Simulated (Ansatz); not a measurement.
# Relaxation of AlN, step by step

Level of theory: DFT, PBEsol, scalar-relativistic, no spin polarisation; plane waves to 420 eV with PAW datasets (Ansatz 0.2.0), 12×12×8 k-mesh, Gaussian smearing of 0.05 eV. The datasets are Ansatz's generated set soft_2.

The chain of runs began from a cell as deposited in COD, expanded in volume.

```yaml
crystal:
  lattice:
    - [3.1412138133, 0.0, 0.0]
    - [-1.5706069067, 2.720370961, 0.0]
    - [0.0, 0.0, 5.0263425099]
  atoms:
    - { symbol: Al, position: [0.3333333333, 0.6666666667, 0.0] }
    - { symbol: Al, position: [0.6666666667, 0.3333333333, 0.5] }
    - { symbol: "N", position: [0.3333333333, 0.6666666667, 0.385] }
    - { symbol: "N", position: [0.6666666667, 0.3333333333, 0.885] }
basis:
  ecutwfc: 420
  ecutrho_ratio: 4
kpoints:
  mp_grid: { grid: [12, 12, 8] }
hamiltonian:
  xc: pbesol
scf:
  occupations: { method: gaussian, width: 0.05 }
output:
  forces: true
  stress: true
  eigenvalues: true
relax:
  f_tol: 0.01
  max_steps: 60
  cell: { stress_tol: 0.04 }
```

Launched as:
```sh
ansatz run input.yaml --threads 4 --pin off --max-ram 7168MiB --backend cpu --events-out ev --progress --plain --runs-dir out
```

Positions (Å) and forces (eV/Å) at the first step:

```xyz
4
Lattice="3.141 0.000 0.000 -1.571 2.720 0.000 0.000 0.000 5.026" Properties=species:S:1:pos:R:3:forces:R:3 pbc="T T T"
Al    0.000    1.814    0.000    0.000    0.000    0.175
Al    1.571    0.907    2.513    0.000    0.000    0.175
N     0.000    1.814    1.935    0.000    0.000   -0.175
N     1.571    0.907    4.448    0.000    0.000   -0.175
```

Where does the relaxation end?

After 7 further evaluations the energy is 5.1 meV/atom lower and the largest force component 0.000 eV/Å; space group P6_3mc.
```xyz
4
Lattice="3.114 0.000 0.000 -1.557 2.697 0.000 0.000 0.000 4.984" Properties=species:S:1:pos:R:3 pbc="T T T"
Al    0.000    1.798    0.008
Al    1.557    0.899    2.499
N     0.000    1.798    1.911
N     1.557    0.899    4.403
```

The course:

| step | E − E(end) (meV/atom) | largest force component (eV/Å) | P (GPa) | a (Å) | b (Å) | c (Å) | accepted |
| --- | --- | --- | --- | --- | --- | --- | --- |
| 1 | 5.09 | 0.175 | -5.01 | 3.141 | 3.141 | 5.026 | yes |
| 2 | 0.98 | 0.130 | -2.43 | 3.127 | 3.127 | 5.005 | yes |
| 3 | -0.69 | 0.043 | -0.10 | 3.114 | 3.114 | 4.989 | yes |
| 4 | -0.76 | 0.000 | 0.00 | 3.115 | 3.115 | 4.983 | yes |
| 5 | -0.76 | 0.000 | 0.00 | 3.114 | 3.114 | 4.985 | yes |
| 6 | 0.00 | 0.000 | -0.14 | 3.114 | 3.114 | 4.985 | yes |
| 7 | -0.02 | 0.000 | 0.00 | 3.114 | 3.114 | 4.984 | yes |
| 8 | 0.00 | 0.000 | 0.00 | 3.114 | 3.114 | 4.984 | yes |

Late in the path the plane-wave basis is renewed for the changed cell, which shifts energy and pressure at the same geometry (Pulay error), so rows before the renewal hold an offset.

Step 5 in full:

```xyz
4
Lattice="3.114 0.000 0.000 -1.557 2.697 0.000 0.000 0.000 4.985" Properties=species:S:1:pos:R:3:forces:R:3 pbc="T T T"
Al    0.000    1.798    0.008    0.000    0.000    0.000
Al    1.557    0.899    2.500    0.000    0.000    0.000
N     0.000    1.798    1.912    0.000    0.000    0.000
N     1.557    0.899    4.404    0.000    0.000    0.000
```

It ran for 9.8 s on 4 threads of Arm Neoverse V2 (shared host), peak memory 0.38 GiB.

